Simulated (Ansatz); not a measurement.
# Bismuth, hcp under RPBE: ground state and equation of state

Aim: take bismuth in the hcp structure, relax it, solve it on a dense k-mesh, then scale the cell to 7 volumes from 88 to 112 % of the relaxed one and try a fit of the equation of state. Spin polarisation is left out. The k-meshes are 10×10×6 for the relaxation; 17×17×9 for the dense run; 17×17×9 for the volumes.

Computed with Ansatz 0.2.0 (DFT RPBE, plane waves (420 eV) with PAW, scalar-relativistic; the PAW data stem from PBE, with regenerated cores, unless a step says otherwise).

## 1. Starting point

The structure is hexagonal, space group P6_3/mmc (No. 194). The conventional cell has a = 3.558 Å, b = 3.558 Å, c = 5.810 Å, α = 90.00°, β = 90.00°, γ = 120.00°. Bi (site symmetry -6m2) has 12 Bi at 3.56 Å as nearest neighbours.

Structure file:

```xyz
2
Lattice="3.5580 0.0000 0.0000 -1.7790 3.0813 0.0000 0.0000 0.0000 5.8102" Properties=species:S:1:pos:R:3 pbc="T T T"
Bi    0.0000    2.0542    1.4525
Bi    1.7790    1.0271    4.3576
```

## 2. Relaxing cell and atoms

Input file input.yaml:

```yaml
crystal:
  lattice:
    - [3.5579831475, 0.0, 0.0]
    - [-1.7789915738, 3.081303792, 0.0]
    - [0.0, 0.0, 5.8101864799]
  atoms:
    - { symbol: Bi, position: [0.3333333333, 0.6666666667, 0.25] }
    - { symbol: Bi, position: [0.6666666667, 0.3333333333, 0.75] }
hamiltonian:
  xc: rpbe
  pseudopotentials:
    kind: paw
    azcp:
      Bi: "pseudopotentials/Bi.paw.azcp"
basis:
  ecutwfc: 420
  fft_grid_basis: typed
kpoints:
  mp_grid: { grid: [10, 10, 6], shift: [0, 0, 0] }
magnetization:
  spin_polarized: false
scf:
  occupations: { method: fermi_dirac, width: 0.1 }
relax:
  max_steps: 60
  f_tol: 0.01
  cell: {}
output:
  write_density: true
  write_potential: true
  elf: true
  volumetric_format: npy
```

The runs that follow: Single point on a dense mesh; At 88 % of the relaxed volume; At 92 % of the relaxed volume; At 96 % of the relaxed volume; At 100 % of the relaxed volume; At 104 % of the relaxed volume; At 108 % of the relaxed volume; At 112 % of the relaxed volume.

Before running it: what results should come out? Wanted: space group; conventional cell; volume; shortest distance; gap on the mesh; relative to A7 rhombohedral; V₀, B₀, B₀′.

**Answer**, as computed:

| quantity | value |
| --- | --- |
| space group (spins left aside) | P6_3/mmc (No. 194) |
| conventional cell | a = 3.574 Å, c = 5.881 Å (c/a = 1.646) |
| volume | 32.523 Å³/atom |
| shortest distance | 3.574 Å |
| gap on the mesh | none (levels filled in part) |
| relative to A7 rhombohedral | +166 meV/atom |
| V₀, B₀, B₀′ | 32.556 Å³/atom, 48 GPa, 4.6 |

In words: From the guessed start the volume grew by 2.1 % in 4 steps. It lies 166 meV/atom above the element's reference form at the same level (A7 rhombohedral, from a run of its own). No gap shows: it is a metal or semimetal at this level. B₀ comes out at 48 GPa; letting shape and positions relax at each volume could only lower it. The symmetry was held, so the structure may be unstable against distortions that break it.
